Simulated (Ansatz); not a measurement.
Relaxed CaF2 (fluorite):

```
CaF2
1.0
    0.00000     5.51096     5.51096
    2.75548     0.00000     2.75548
    2.75548     2.75548     0.00000
Ca F
2 4
Cartesian
  0.00000   0.00000   0.00000
  2.75548   5.51096   2.75548
  1.37774   1.37774   1.37774
  1.37774   4.13322   4.13322
  4.13322   4.13322   4.13322
  4.13322   6.88870   6.88870
```

The atoms are displaced by Q × the pattern below (from a DFPT mode at L = (0.5, 0.0, 0.0), largest move 1; Q in Å), at fixed cell. It is one choice among 2 degenerate patterns. (q is in reciprocal vectors of the primitive cell; the cell shown is doubled to hold the pattern.)

| atom | x | y | z |
|---|---|---|---|
| Ca1 | -0.131 | 0.239 | -0.371 |
| Ca2 | 0.131 | -0.239 | 0.371 |
| F3 | 0.285 | -0.520 | 0.805 |
| F4 | -0.285 | 0.520 | -0.805 |
| F5 | -0.285 | 0.520 | -0.805 |
| F6 | 0.285 | -0.520 | 0.805 |

Computed with PBE (plane waves to 420 eV, PAW, scalar-relativistic; Ansatz, a program for electronic structure). k mesh 5×10×10 (Γ-centred), Fermi-Dirac smearing 0.05 eV. E stands for the smeared free energy. CaF2 was relaxed with its symmetry unable to fall. ΔE is measured from the undisplaced structure.

```csv
Q (Å),ΔE (eV/cell)
-0.100,0.1148
-0.067,0.0503
-0.033,0.0125
0.000,0.0000
0.033,0.0125
0.067,0.0503
0.100,0.1148
```

Task: Which DFPT wavenumber at L = (0.5, 0.0, 0.0) belongs to this mode?
(A) 256 cm⁻¹
(B) 319 cm⁻¹
(C) 137 cm⁻¹

Result: A, 256 cm⁻¹. The curvature of the scan gives 256 cm⁻¹

(A displaced cell: forces are minus the slopes of the energy, force constants its curvatures, and phonons follow from these.)
